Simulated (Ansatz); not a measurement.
`CCCC(C)C` + `CO[Si](N)(F)Cl` → `CN[Si](F)(Cl)OC` + `CCC(C)C`  (substitution at a C–C bond)

Isolated molecules relaxed with PBE0-D4/def2-TZVP in Ansatz; ΔE leaves out vibrations. CCSD(T)/CBS adds triple-zeta CCSD(T) − MP2 to the extrapolated MP2 energy (def2 sets, frozen cores). Functionals use def2-TZVPP. B3LYP here is the variant with VWN-RPA as its local correlation; programs differ in this. Each species was taken in one conformer, which may not be the lowest.

`CCCC(C)C`:

```xyz
20

C    -2.026    0.413   -1.180
C    -1.003    1.305   -0.496
C     0.408    0.728   -0.478
C     0.575   -0.616    0.230
C     2.017   -1.088    0.119
C     0.142   -0.556    1.687
H    -3.001    0.904   -1.240
H    -2.168   -0.529   -0.645
H    -1.715    0.168   -2.200
H    -1.330    1.521    0.526
H    -0.971    2.273   -1.007
H     1.083    1.452   -0.005
H     0.757    0.619   -1.513
H    -0.056   -1.353   -0.282
H     2.152   -2.070    0.579
H     2.333   -1.160   -0.925
H     2.693   -0.389    0.623
H     0.304   -1.516    2.183
H    -0.915   -0.304    1.793
H     0.720    0.200    2.231
```

`CO[Si](N)(F)Cl`:

Z-matrix (Å, degrees):
```
C
O 1 1.414
H 1 1.094 2 110.8
H 1 1.093 2 111.4 3 121.5
H 1 1.090 2 107.9 3 -118.9
Si 2 1.614 1 125.3 3 -69.4
F 6 1.593 2 107.3 1 -44.4
N 6 1.675 2 108.2 1 -168.9
Cl 6 2.041 2 113.2 1 70.1
H 8 1.005 6 122.5 2 38.1
H 8 1.004 6 122.8 2 -153.3
```

`CN[Si](F)(Cl)OC`:

Z-matrix (Å, degrees):
```
C
N 1 1.450
H 1 1.092 2 109.6
H 1 1.093 2 110.8 3 -118.3
H 1 1.096 2 112.9 3 119.8
Si 2 1.687 1 123.9 3 -28.0
H 2 1.008 1 114.2 3 176.0
Cl 6 2.037 2 115.3 1 -62.0
F 6 1.588 2 105.6 1 179.9
O 6 1.616 2 112.2 1 57.3
C 10 1.415 6 124.4 2 53.0
H 11 1.091 10 108.0 6 -156.4
H 11 1.094 10 111.6 6 -36.6
H 11 1.093 10 110.4 6 84.7
```

`CCC(C)C`:

Z-matrix (Å, degrees):
```
C
C 1 1.519
H 1 1.094 2 111.0
H 1 1.092 2 112.0 3 120.3
H 1 1.092 2 111.1 3 -119.7
C 2 1.527 1 114.7 3 -56.1
H 2 1.098 1 109.7 3 -178.7
H 2 1.096 1 109.1 3 65.7
C 6 1.522 2 112.3 1 -62.6
C 6 1.522 2 110.4 1 173.6
H 6 1.099 2 107.5 1 56.0
H 9 1.092 6 112.2 2 60.5
H 9 1.095 6 110.5 2 -59.9
H 9 1.093 6 111.0 2 -179.2
H 10 1.093 6 111.4 2 -177.8
H 10 1.095 6 110.6 2 62.5
H 10 1.093 6 111.4 2 -57.2
```

Q: Is it downhill or uphill in electronic energy at CCSD(T)/CBS, and by how much? (Estimate.)

A: The calculation gave: Uphill: ΔE = +40.5 kJ/mol.

Q: What do these levels give: B3LYP-D4, ωB97X-V, B2PLYP, PBE, PBE0, HF/def2-TZVPP, CCSD/def2-TZVPP, CCSD(T)/def2-TZVPP, HF/def2-QZVPP, MP2/def2-QZVPP, MP2/CBS(def2), CCSD/CBS(def2)? (Best estimate.)

A: Computed: B3LYP-D4 34.1, ωB97X-V 37.1, B2PLYP 36.8, PBE 34.8, PBE0 36.9, HF/def2-TZVPP 34.6, CCSD/def2-TZVPP 38.7, CCSD(T)/def2-TZVPP 38.7, HF/def2-QZVPP 34.7, MP2/def2-QZVPP 42.8, MP2/CBS(def2) 43.5, CCSD/CBS(def2) 40.4 kJ/mol.

Largest T1 diagnostic among the species: 0.010.

In def2-TZVPP, CCSD(T) changes the Hartree–Fock value by +4.2 kJ/mol (the triples alone add +0.1 kJ/mol) and MP2 by +7.2 kJ/mol.
